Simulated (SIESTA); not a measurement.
Crystal: Ru.

```xyz
2
Lattice="2.7058 0.0000 0.0000 -1.3529 2.3433 0.0000 0.0000 0.0000 4.2819" Properties=species:S:1:pos:R:3 pbc="T T T"
Ru    1.3529    0.7811    3.2114
Ru    0.0000    1.5622    1.0705
```

Base run:

* Program: SIESTA 5.4.2
* Functional: RPBE
* Potentials or basis: PseudoDojo 0.4 standard (PBE files)
* Basis: DZP (energy shift 0.003 Ry; two zetas on semicore shells)
* Grid cutoff: 800 Ry
* Energy shift: 0.003 Ry
* k mesh: 11 × 11 × 6
* Occupations: fermi-dirac, width 0.05 eV
* Spin: no spin polarisation

Its results: band gap on the k mesh none (metal or under the smearing width); pressure 12.3 GPa.

Task: After a change of settings the same cell gave: band gap on the k mesh none (metal or under the smearing width); pressure -0.4 GPa. Which change was it?
A. functional from RPBE to PBE; basis from DZP (energy shift 0.003 Ry; two zetas on semicore shells) to DZ (energy shift 0.003 Ry; two zetas on semicore shells)
B. functional from RPBE to BLYP
C. functional from RPBE to vdW-DF-cx
D. functional from RPBE to AM05; potentials or basis from PseudoDojo 0.4 standard (PBE files) to PseudoDojo 0.4 standard (PBEsol files)

Result: C.

Caveats: the potentials were made for another functional, which shifts forces and pressure; the basis of atomic orbitals isn't converged, which shifts pressures, moduli and gaps.
